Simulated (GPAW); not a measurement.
A run of GPAW 26.7.0 is set up as follows.

The input run.py:

```python
import numpy as np
from ase.dft.bandgap import bandgap
from ase.io import read, write
from ase.units import GPa
from gpaw import GPAW, PW, setup_paths
from gpaw.spinorbit import soc_eigenstates

setup_paths.insert(0, '.')

atoms = read('Pt.cif')

calc = GPAW(mode=PW(600),
            xc='WC',
            kpts={'size': (9, 9, 9), 'gamma': True},
            occupations={'name': 'fermi-dirac', 'width': 0.05},
            nbands=17,
            convergence={'density': 1e-05, 'energy': 1e-05},
            maxiter=150,
            txt='gpaw.txt')
atoms.calc = calc
energy = atoms.get_potential_energy()
forces = atoms.get_forces()
stress = atoms.get_stress()
calc.write('gs.gpw')
write('result.traj', atoms)
print(f'Energy: {energy:.6f} eV')
print('Forces (eV/A):')
print(forces.round(4))
print('Stress (GPa):', (stress / GPa).round(3))
print('Fermi level:', round(calc.get_fermi_level(), 4), 'eV')
print(f'Gap: {bandgap(calc)[0]:.4f} eV, direct: {bandgap(calc, direct=True)[0]:.4f} eV')

path = atoms.cell.bandpath('GXWKGLUWLK,UX', npoints=80, eps=1e-4)
bs_calc = calc.fixed_density(kpts=path, symmetry='off', nbands=25,
                             convergence={'bands': 'CBM+6.0', 'eigenstates': 1e-6}, txt='bands.txt')
bs = bs_calc.band_structure()
bs.write('bs.json')
print(f'Gap on the path: {bandgap(bs_calc)[0]:.4f} eV')

soc = soc_eigenstates(bs_calc, theta=54.7, phi=45)
np.savetxt('soc_bands.dat', soc.eigenvalues(), fmt='%.4f')
mesh = soc_eigenstates('gs.gpw', theta=54.7, phi=45)
np.savetxt('soc_mesh.dat', mesh.eigenvalues(), fmt='%.4f')
print('Fermi level with spin-orbit coupling:', round(mesh.fermi_level, 4), 'eV')
```

Pt.cif

```cif
data_Pt
_cell_length_a 2.77313137
_cell_length_b 2.77313137
_cell_length_c 2.77313137
_cell_angle_alpha 60.00000000
_cell_angle_beta 60.00000000
_cell_angle_gamma 60.00000000
_space_group_name_H-M_alt 'P1'
_space_group_name_Hall 'P 1'
_space_group_IT_number 1
loop_
_space_group_symop_operation_xyz
'x,y,z'
loop_
_atom_site_label
_atom_site_type_symbol
_atom_site_symmetry_multiplicity
_atom_site_Wyckoff_symbol
_atom_site_fract_x
_atom_site_fract_y
_atom_site_fract_z
_atom_site_occupancy
Pt1 Pt 1 a 0.0000000000 0.0000000000 0.0000000000 1
```

Potentials or basis: PAW data sets generated in the run's folder for this functional, pw.

Command:

```sh
$ gpaw-setup -f WC Pt
$ OMP_NUM_THREADS=1 python run.py
```

Estimate the pressure.

0.7 GPa.

What does it give for the band gap along the path?

None (metal or under the smearing width).

Levels at the corners of the path, in eV from the Fermi level:
| point | band 12 | band 13 | band 14 | band 15 | band 16 | band 17 | band 18 | band 19 | band 20 |
| --- | --- | --- | --- | --- | --- | --- | --- | --- | --- |
| Γ | -4.30 | -3.27 | -3.27 | -1.46 | -1.46 | -1.46 | -1.46 | 15.05 | 15.05 |
| X | -0.24 | 0.06 | 0.06 | 1.11 | 1.11 | 1.76 | 1.76 | 8.95 | 8.95 |
| W | -4.54 | -1.91 | -1.91 | 0.50 | 0.50 | 7.16 | 7.16 | 7.64 | 7.64 |
| K | -2.97 | -1.36 | -1.36 | -0.06 | -0.06 | 5.72 | 5.72 | 6.87 | 6.87 |
| Γ | -4.30 | -3.27 | -3.27 | -1.46 | -1.46 | -1.46 | -1.46 | 15.05 | 15.05 |
| L | -3.41 | -0.39 | -0.39 | -0.32 | -0.32 | 0.39 | 0.39 | 5.93 | 5.93 |
| U | -2.97 | -1.36 | -1.36 | -0.06 | -0.06 | 5.72 | 5.72 | 6.87 | 6.87 |
| W | -4.54 | -1.91 | -1.91 | 0.50 | 0.50 | 7.16 | 7.16 | 7.64 | 7.64 |
| L | -3.41 | -0.39 | -0.39 | -0.32 | -0.32 | 0.39 | 0.39 | 5.93 | 5.93 |
| K | -2.97 | -1.36 | -1.36 | -0.06 | -0.06 | 5.72 | 5.72 | 6.87 | 6.87 |
| U | -2.97 | -1.36 | -1.36 | -0.06 | -0.06 | 5.72 | 5.72 | 6.87 | 6.87 |
| X | -0.24 | 0.06 | 0.06 | 1.11 | 1.11 | 1.76 | 1.76 | 8.95 | 8.95 |

Caveat: spin-orbit coupling was added after a scalar SCF, so levels and gaps hold it while energy, forces, pressure and moments don't; this program's spin-orbit splittings come out too wide for heavy elements.
